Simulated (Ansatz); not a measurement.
**CrCuO2 under changes of volume**

One of the cells (10.911 Å³/atom); the others are scaled copies at fixed shape and fractional positions:

```
Cu Cr O
1.0
     1.48670    0.85835    5.70000
    -1.48670    0.85835    5.70000
     0.00000   -1.71669    5.70000
Cu Cr O
1 1 2
Direct
  0.00000 0.00000 0.00000
  0.50000 0.50000 0.50000
  0.89208 0.89208 0.89208
  0.10792 0.10792 0.10792
```

```yaml
Program: Ansatz 0.2.0
Functional: revPBE
Dispersion: D3(BJ)
Potentials_or_basis: Ansatz PAW
Cutoff: "420 eV (not typed: the program's choice for these potentials)"
k_mesh: 10 × 10 × 10
Occupations: fermi-dirac, width 0.05 eV
Spin: collinear spin, ferromagnetic start
Starting_moments: "[0.6, 3.0, 0.0, 0.0] μB"
```

```tsv
volume (Å³/atom)	energy over the lowest point (meV/atom)	pressure (GPa)	gap on the mesh (eV)	largest force (eV/Å)
10.256	27.21	13.4	0.97	0.179
10.474	12.24	8.7	1.05	0.108
10.692	3.38	4.4	1.13	0.043
10.911	0.00	0.6	1.13	0.018
11.129	1.56	-2.8	1.11	0.075
11.347	7.49	-5.9	1.08	0.128
11.565	?	?	?	?
```

Q: What does the run at 11.565 Å³/atom give?

A: Energy over the lowest point 17.40 meV/atom; pressure -8.6 GPa; gap on the mesh 1.05 eV; largest force 0.177 eV/Å.

Worked out: A Birch-Murnaghan fit of order 3 (a polynomial in V^(-2/3)) to the other rows has its minimum at 10.95 Å³/atom with B0 = V·E''(V) = 177 GPa and B' = 4.6 at fixed shape and positions, which overstates the stiffness. It gives 17.36 meV/atom at 11.565 Å³/atom, against the run's 17.40, and -dE/dV = -8.6 GPa, against -8.6. A parabola through the other rows of the gap, of slope -4.66 eV per unit of ln V there, extrapolates to 1.00 eV, against the run's 1.05.

Energies are extrapolated to zero smearing.

Caveats: only a ferromagnetic start was run, and an antiferromagnetic order may lie lower in energy; the PAW data sets come from PBE, with cores solved anew for the run's functional, which leaves a small shift of forces and pressure.

A mesh can miss the band edges.
